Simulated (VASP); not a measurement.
# LiF (P6_3mc) in VASP: notebook

One crystal, LiF, is run at these levels: LDA; tasks: single point.

Everything below comes from runs of VASP 6.6.1. Logs are shortened: lines on timing, memory, paths and dates and some standing lists are left out, and cuts for length are marked.

### Step 1. The cell of the first run

Symmetry: P6_3mc, No. 186, hexagonal system. The conventional cell has a = 3.015 Å, b = 3.015 Å, c = 4.735 Å, α = 90.00°, β = 90.00°, γ = 120.00°. Around Li (site symmetry 3m) lie 4 F at 1.82 to 1.83 Å. F (site symmetry 3m) is surrounded by 4 Li at 1.82 to 1.83 Å.

Measurements of this composition are mostly on another form, of space group No. 225.

### Step 2. Single point, LDA (strain -0.015 along x and y, -0.015 along z, atoms carried along)

The input, INCAR:

```
SYSTEM = LiF
PREC = Accurate ; ENCUT = 520
EDIFF = 1E-6 ; ISMEAR = 0
SIGMA = 0.05 ; LREAL = .FALSE.
LASPH = .TRUE. ; NELM = 100
ALGO = Normal ; ISIF = 2
LWAVE = .FALSE. ; LCHARG = .FALSE.
NBANDS = 18
```

The input, KPOINTS:

```
regular mesh
0
G
  9 9 6
  0 0 0
```

The input, POSCAR:

```
LiF
1.0
    3.0150257202      0.0000000000      0.0000000000
   -1.5075128601      2.6110888668      0.0000000000
    0.0000000000      0.0000000000      4.7352147014
Li F
2 2
Direct
    0.3333333333      0.6666666667      0.3811542600
    0.6666666667      0.3333333333      0.8811542600
    0.3333333333      0.6666666667      0.9938437400
    0.6666666667      0.3333333333      0.4938437400
```

Potentials or basis: VASP PAW LDA potentials, release 64 (Li_sv, F).

On the command line:

```console
> cat potpaw_LDA.64/Li_sv/POTCAR potpaw_LDA.64/F/POTCAR > POTCAR
> mpirun -np 1 vasp_std > vasp.out
```

OUTCAR:

```text
SYSTEM = LiF
   PREC = Accurate
   ENCUT = 520
   EDIFF = 1E-6
   ISMEAR = 0
   LREAL = .FALSE.
   LASPH = .TRUE.
   NELM = 100
   ISIF = 2

 ion  position               nearest neighbor table
   1  0.333  0.667  0.381-   4 1.82   4 1.82   4 1.82   3 1.83
   2  0.667  0.333  0.881-   3 1.82   3 1.82   3 1.82   4 1.83
   3  0.333  0.667  0.994-   2 1.82   2 1.82   2 1.82   1 1.83
   4  0.667  0.333  0.494-   1 1.82   1 1.82   1 1.82   2 1.83

  LATTYP: Found a hexagonal cell.
 ALAT       =     3.0150257202
 C/A-ratio  =     1.5705387419

  Lattice vectors:

 A1 = (   3.0150257202,   0.0000000000,   0.0000000000)
 A2 = (  -1.5075128601,   2.6110888668,   0.0000000000)
 A3 = (   0.0000000000,   0.0000000000,   4.7352147014)

Analysis of symmetry for initial positions (statically):
=====================================================================
 Subroutine PRICEL returns:
 Original cell was already a primitive cell.

 Routine SETGRP: Setting up the symmetry group for a
 hexagonal supercell.

 Subroutine GETGRP returns: Found 12 space group operations
 (whereof  6 operations were pure point group operations)
 out of a pool of 24 trial point group operations.

The static configuration has the point symmetry C_3v.
 The point group associated with its full space group is C_6v.

Analysis of symmetry for dynamics (positions and initial velocities):
=====================================================================
 Subroutine PRICEL returns:
 Original cell was already a primitive cell.

 Routine SETGRP: Setting up the symmetry group for a
 hexagonal supercell.

 Subroutine GETGRP returns: Found 12 space group operations
 (whereof  6 operations were pure point group operations)
 out of a pool of 24 trial point group operations.

The dynamic configuration has the point symmetry C_3v.
 The point group associated with its full space group is C_6v.

 Subroutine INISYM returns: Found 12 space group operations
 (whereof  6 operations are pure point group operations),
 and found     1 'primitive' translations

----------------------------------------------------------------------------------------

                                     Primitive cell

  volume of cell :      37.2780

  direct lattice vectors                    reciprocal lattice vectors
     3.015025720  0.000000000  0.000000000     0.331672129  0.191490993  0.000000000
    -1.507512860  2.611088867  0.000000000     0.000000000  0.382981986  0.000000000
     0.000000000  0.000000000  4.735214701     0.000000000  0.000000000  0.211183666

  length of vectors
     3.015025720  3.015025720  4.735214701     0.382981986  0.382981986  0.211183666

  position of ions in fractional coordinates (direct lattice)
     0.333333333  0.666666667  0.381154260
     0.666666667  0.333333333  0.881154260
     0.333333333  0.666666667  0.993843740
     0.666666667  0.333333333  0.493843740

  ion indices of the primitive-cell ions
   primitive index   ion index
                 1           1
                 2           2
                 3           3
                 4           4

----------------------------------------------------------------------------------------

 KPOINTS: regular mesh

Automatic generation of k-mesh.
 Grid dimensions read from file:
 generate k-points for:    9    9    6

 Generating k-lattice:

  Cartesian coordinates                     Fractional coordinates (reciprocal lattice)
     0.036852459  0.021276777  0.000000000     0.111111111  0.000000000  0.000000000
     0.000000000  0.042553554  0.000000000     0.000000000  0.111111111  0.000000000
     0.000000000  0.000000000  0.035197278     0.000000000  0.000000000  0.166666667

  Length of vectors
     0.042553554  0.042553554  0.035197278

  Shift w.r.t. Gamma in fractional coordinates (k-lattice)
     0.000000000  0.000000000  0.000000000

 Subroutine IBZKPT returns following result:
 ===========================================

 Found     48 irreducible k-points:

 Following reciprocal coordinates:
            Coordinates               Weight
  0.000000  0.000000  0.000000      1.000000
  0.111111  0.000000  0.000000      6.000000
  0.222222  0.000000  0.000000      6.000000
  0.333333  0.000000  0.000000      6.000000
  0.444444  0.000000  0.000000      6.000000
  0.111111  0.111111  0.000000      6.000000
[... 16 lines left out ...]
  0.333333  0.222222  0.166667     24.000000
  0.333333  0.333333  0.166667      4.000000
 [... further k-points ...]
   k-points           NKPTS =     48   k-points in BZ     NKDIM =     48   number of bands    NBANDS=     18
   number of dos      NEDOS =    301   number of ions     NIONS =      4
   total plane-waves  NPLWV =  20736
   dimension x,y,z NGX =    24 NGY =   24 NGZ =   36
   dimension x,y,z NGXF=    48 NGYF=   48 NGZF=   72
   ions per type =               2   2
   NGX,Y,Z   is equivalent  to a cutoff of  13.23, 13.23, 12.64 a.u.
   NGXF,Y,Z  is equivalent  to a cutoff of  26.47, 26.47, 25.28 a.u.
 SYSTEM =  LiF
   PREC   = accura    normal or accurate (medium, high low for compatibility)
   ISTART =      0    job   : 0-new  1-cont  2-samecut
   ICHARG =      2    charge: 1-file 2-atom 10-const
   ISPIN  =      1    spin polarized calculation?
   LNONCOLLINEAR =      F non collinear calculations
   LSORBIT =      F    spin-orbit coupling
   LASPH  =      T    aspherical Exc in radial PAW
   ENCUT  =  520.0 eV  38.22 Ry    6.18 a.u.   5.61  5.61  8.80*2*pi/ulx,y,z
   NELM   =    100;   NELMIN=  2; NELMDL= -5     # of ELM steps
   EDIFF  = 0.1E-05   stopping-criterion for ELM
   LREAL  =      F    real-space projection
   EDIFFG = 0.1E-04   stopping-criterion for IOM
   NSW    =      0    number of steps for IOM
   IBRION =     -1    ionic relax: 0-MD 1-quasi-New 2-CG
   NFREE  =      0    steps in history (QN), initial steepest desc. (CG)
   ISIF   =      2    stress and relaxation
   ISYM   =      2    0-nonsym 1-usesym 2-fastsym
   POTIM  = 0.5000    time-step for ionic-motion
   TEBEG  =    0.0;   TEEND  =   0.0 temperature during run
   PSTRESS=    0.0 pullay stress
   NELECT =      20.0000    total number of electrons
   NUPDOWN=      -1.0000    fix difference up-down
   EMIN   =  10.00;   EMAX   =-10.00  energy-range for DOS
   EFERMI =   0.00;   METHOD = LEGACY
   ISMEAR =     0;   SIGMA  =   0.05  broadening in eV -4-tet -1-fermi 0-gaus
   EFERMI_NEDOS =   21; number of points for ismear=-14 and -15
   IALGO  =     38    algorithm
   IMIX   =      4    mixing-type and parameters
     AMIX     =   0.40;   BMIX     =  1.00
     AMIX_MAG =   1.60;   BMIX_MAG =  1.00
  volume/ion in A,a.u.               =       9.32        62.89
  Fermi-wavevector in a.u.,A,eV,Ry     =   1.330252  2.513813 24.076481  1.769571
  Thomas-Fermi vector in A             =   2.459353
   LORBIT       =      0    0 simple, 1 ext, 2 COOP (PROOUT), +10 PAW based schemes
   GGA     = CA    functional components
   LHFCALC =     F    Hartree Fock is set to
   AEXX    =    0.0000 exact exchange contribution
   IVDW    =     0    specifies the selected vdW correction
   LEPSILON=     F    determine dielectric tensor
   LRPA    =     F    only Hartree local field effects (RPA)
 non-spin polarized calculation
 Gauss-broadening in eV      SIGMA  =   0.05
  energy-cutoff  :      520.00
  volume of cell :       37.28
 maximum number of plane-waves:      1031
 NGX is ok and might be reduce to    24
   NGX = 11   NGY = 11   NGZ = 17

 number of electron      20.0000030 magnetization

 Free energy of the ion-electron system (eV)
  ---------------------------------------------------
  ext. energy  EPLUGINS =         0.00000000
  ---------------------------------------------------
  free energy    TOTEN  =       -20.80906657 eV

  energy without entropy =      -20.80906657  energy(sigma->0) =      -20.80906657

 E-fermi :  -2.2372     XC(G=0):  -9.8390

 val. band max:       -2.4651507281   @ k =   0.0000   0.0000   0.0000
 cond. band min:       5.3728176448   @ k =   0.0000   0.0000   0.0000
 fundamental gap:      7.8379683729
 Fermi energy:        -2.2372260382

 k-point     1 :       0.0000    0.0000    0.0000
  band No.  band energies     occupation
      1     -41.6136      2.00000
      2     -41.5499      2.00000
      3     -21.5855      2.00000
      4     -21.3157      2.00000
      5      -4.9018      2.00000
      6      -2.9847      2.00000
[... 10 lines left out ...]
     17      17.3088      0.00000
     18      17.9667      0.00000

 k-point     2 :       0.1111    0.0000    0.0000
  band No.  band energies     occupation
      1     -41.6077      2.00000
      2     -41.5477      2.00000
      3     -21.5680      2.00000
      4     -21.3129      2.00000
      5      -4.8349      2.00000
      6      -3.1297      2.00000
[... 10 lines left out ...]
     17      17.4897      0.00000
     18      17.9782      0.00000

 k-point     3 :       0.2222    0.0000    0.0000
  band No.  band energies     occupation
      1     -41.5923      2.00000
      2     -41.5421      2.00000
      3     -21.5200      2.00000
      4     -21.3060      2.00000
      5      -4.6651      2.00000
      6      -3.5423      2.00000
[... 10 lines left out ...]
     17      17.5411      0.00000
     18      17.8883      0.00000

 k-point     4 :       0.3333    0.0000    0.0000
  band No.  band energies     occupation
      1     -41.5733      2.00000
      2     -41.5371      2.00000
      3     -21.4566      2.00000
      4     -21.3046      2.00000
      5      -4.5727      2.00000
      6      -3.8782      2.00000
[... 375 lines left out ...]
      4     -21.3153      2.00000
      5      -4.3861      2.00000
      6      -4.2765      2.00000
[... 10 lines left out ...]
     17      17.6349      0.00000
     18      18.7540      0.00000

 k-point    23 :       0.3333    0.2222    0.1667
  band No.  band energies     occupation
      1     -41.5501      2.00000
      2     -41.5378      2.00000
      3     -21.3740      2.00000
      4     -21.3248      2.00000
      5      -4.6688      2.00000
      6      -4.0401      2.00000
[... 10 lines left out ...]
     17      16.9413      0.00000
     18      19.0386      0.00000

 k-point    24 :       0.3333    0.3333    0.1667
  band No.  band energies     occupation
      1     -41.5419      2.00000
      2     -41.5419      2.00000
      3     -21.3432      2.00000
      4     -21.3432      2.00000
      5      -4.7357      2.00000
      6      -3.8234      2.00000
[... 10 lines left out ...]
     17      16.2627      0.00000
     18      19.1062      0.00000

 [... further k-points ...]

------------------------ aborting loop because EDIFF is reached ----------------------------------------

  FORCE on cell =-STRESS in cart. coord.  units (eV):
  Direction    XX          YY          ZZ          XY          YZ          ZX
  --------------------------------------------------------------------------------------
  -------------------------------------------------------------------------------------
  Total       -0.0651665     -0.0651665     -0.2186388      0.0000000      0.0000000      0.0000000
  in kB       -2.8008036     -2.8008036     -9.3969207      0.0000000      0.0000000      0.0000000
  external PRESSURE =      -4.9995093 kB  Pullay stress =       0.0000000 kB

 VOLUME and BASIS-vectors are now :
 -----------------------------------------------------------------------------
  energy-cutoff  :      520.00
  volume of cell :       37.28
      direct lattice vectors                 reciprocal lattice vectors
     3.015025720  0.000000000  0.000000000     0.331672129  0.191490993  0.000000000
    -1.507512860  2.611088867  0.000000000     0.000000000  0.382981986  0.000000000
     0.000000000  0.000000000  4.735214701     0.000000000  0.000000000  0.211183666

 POSITION                                       TOTAL-FORCE (eV/Angst)
 -----------------------------------------------------------------------------------
     -0.00000      1.74073      1.80485         0.000000      0.000000     -0.002929
      1.50751      0.87036      4.17245        -0.000000     -0.000000     -0.002929
     -0.00000      1.74073      4.70606        -0.000000      0.000000      0.002929
      1.50751      0.87036      2.33846         0.000000     -0.000000      0.002929
 -----------------------------------------------------------------------------------
    total drift:                                0.000000      0.000000      0.000418

  FREE ENERGIE OF THE ION-ELECTRON SYSTEM (eV)
  ---------------------------------------------------
  free  energy   TOTEN  =       -20.8090665684 eV

  energy  without entropy=      -20.8090665684  energy(sigma->0) =      -20.80906657
```

It took 13 s on 1 thread of Intel Xeon Platinum 8559C (Emerald Rapids), shared host; peak memory 0.14 GiB.

Results:

| Quantity | Value |
| --- | --- |
| Free energy | -20.8091 eV |
| Band gap on the k mesh | 7.84 eV, direct |

Forces in eV/Å, atoms in the order of the input:
```
Li   0.000  0.000 -0.003
Li   0.000  0.000 -0.003
F    0.000  0.000  0.003
F    0.000  0.000  0.003
```

Caveat: the cutoff is under 1.25 times the usual one of these potentials, so pressure, stress and relaxed cells hold a basis-set (Pulay) error; an odd mesh through Γ misses points on the zone boundary, where band edges often lie.

### Step 3. Single point, LDA (strain -0.030 along x and y, -0.030 along z, atoms carried along)

The input, INCAR:

```
  PREC = Accurate
  ENCUT = 520
  EDIFF = 1E-6
  ISMEAR = 0
  SIGMA = 0.05
  LREAL = False
  LASPH = True
  NELM = 100
  ALGO = Fast
  ISIF = 2
  LWAVE = False
  LCHARG = False
  NBANDS = 18
```

The input, KPOINTS:

```
regular mesh
0
Gamma
  9 9 6
```

The input, POSCAR:

```
LiF
1.0
    2.9691116230      0.0000000000      0.0000000000
   -1.4845558115      2.5713260922      0.0000000000
    0.0000000000      0.0000000000      4.6631048329
Li F
2 2
Direct
    0.3333333333      0.6666666667      0.3811542600
    0.6666666667      0.3333333333      0.8811542600
    0.3333333333      0.6666666667      0.9938437400
    0.6666666667      0.3333333333      0.4938437400
```

Potentials or basis: VASP PAW LDA potentials, release 64 (Li_sv, F).

On the command line:

```console
> cat potpaw_LDA.64/Li_sv/POTCAR potpaw_LDA.64/F/POTCAR > POTCAR
> mpirun -np 1 vasp_std > vasp.out
```

Wall time 20 s (1 thread of Intel Xeon Platinum 8559C (Emerald Rapids), shared host); peak memory 0.14 GiB.

Results (log left out):

```yaml
Free_energy: -20.7933 eV
Band_gap_on_the_k_mesh: 8.10 eV, direct
```

Forces in eV/Å, atoms in the order of the input:
```
Li   0.000  0.000  0.003
Li   0.000  0.000  0.003
F    0.000  0.000 -0.003
F    0.000  0.000 -0.003
```

Levels at points of the mesh, in eV from the valence-band top:
```
           k point  band 7  band 8  band 9  band 10  band 11  band 12  band 13  band 14
(0.00, 0.00, 0.00)   -0.55   -0.17   -0.17     0.00     8.10    12.42    16.04    18.95
(0.00, 0.00, 0.50)   -0.36   -0.36   -0.36    -0.36     9.84     9.84    18.17    18.17
```

Caveat: the cutoff is under 1.25 times the usual one of these potentials, so pressure, stress and relaxed cells hold a basis-set (Pulay) error; an odd mesh through Γ misses points on the zone boundary, where band edges often lie.

### Step 4. Single point, LDA (strain +0.030 along x and y, +0.030 along z, atoms carried along)

The input, INCAR:

```
ALGO = Fast ; EDIFF = 1E-6
ENCUT = 520 ; ISIF = 2
ISMEAR = 0 ; LASPH = True
LCHARG = False ; LREAL = False
LWAVE = False ; NBANDS = 18
NELM = 100 ; PREC = Accurate
SIGMA = 0.05
```

The input, KPOINTS:

```
k-points
0
Gamma
  9 9 6
```

The input, POSCAR:

```
LiF
1.0
    3.1527680120      0.0000000000      0.0000000000
   -1.5763840060      2.7303771907      0.0000000000
    0.0000000000      0.0000000000      4.9515443071
Li F
2 2
Direct
    0.3333333333      0.6666666667      0.3811542600
    0.6666666667      0.3333333333      0.8811542600
    0.3333333333      0.6666666667      0.9938437400
    0.6666666667      0.3333333333      0.4938437400
```

On the command line:

```console
> cat potpaw_LDA.64/Li_sv/POTCAR potpaw_LDA.64/F/POTCAR > POTCAR
> mpirun -np 1 vasp_std > vasp.out
```

It took 26 s on 1 thread of Intel Xeon Platinum 8559C (Emerald Rapids), shared host; peak memory 0.14 GiB.

The run converged. Its results:

| Quantity | Value |
| --- | --- |
| Free energy | -20.6847 eV |
| Largest force | 0.018 eV/Å |
| Band gap on the k mesh | 7.13 eV, direct |

Forces in eV/Å, atoms in the order of the input:
```
Li   0.000  0.000 -0.018
Li   0.000  0.000 -0.018
F    0.000  0.000  0.018
F    0.000  0.000  0.018
```

Levels at points of the mesh, in eV from the valence-band top:
| k point | band 8 | band 9 | band 10 | band 11 | band 12 | band 13 |
| --- | --- | --- | --- | --- | --- | --- |
| (0.00, 0.00, 0.00) | -0.14 | -0.14 | 0.00 | 7.13 | 11.25 | 14.25 |
| (0.00, 0.00, 0.50) | -0.29 | -0.29 | -0.29 | 8.76 | 8.76 | 16.60 |

Caveat: the cutoff is under 1.25 times the usual one of these potentials, so pressure, stress and relaxed cells hold a basis-set (Pulay) error; an odd mesh through Γ misses points on the zone boundary, where band edges often lie.

### Step 5. The runs side by side

| cell | gap on the mesh (eV) |
| --- | --- |
| strain -0.015 along x and y, -0.015 along z, atoms carried along | 7.84 |
| strain -0.030 along x and y, -0.030 along z, atoms carried along | 8.10 |
| strain +0.030 along x and y, +0.030 along z, atoms carried along | 7.13 |

Alike in all rows: task single point; level LDA; potentials or basis VASP PAW LDA potentials, release 64 (Li_sv, F); no spin polarisation; k mesh 9 × 9 × 6; cutoff (eV) 520; smearing gaussian 0.05 eV.

Caveats: the cutoff is under 1.25 times the usual one of these potentials, so pressure, stress and relaxed cells hold a basis-set (Pulay) error; an odd mesh through Γ misses points on the zone boundary, where band edges often lie.

Total energies depend on the potentials used, so only differences within one code and one set of settings carry meaning.
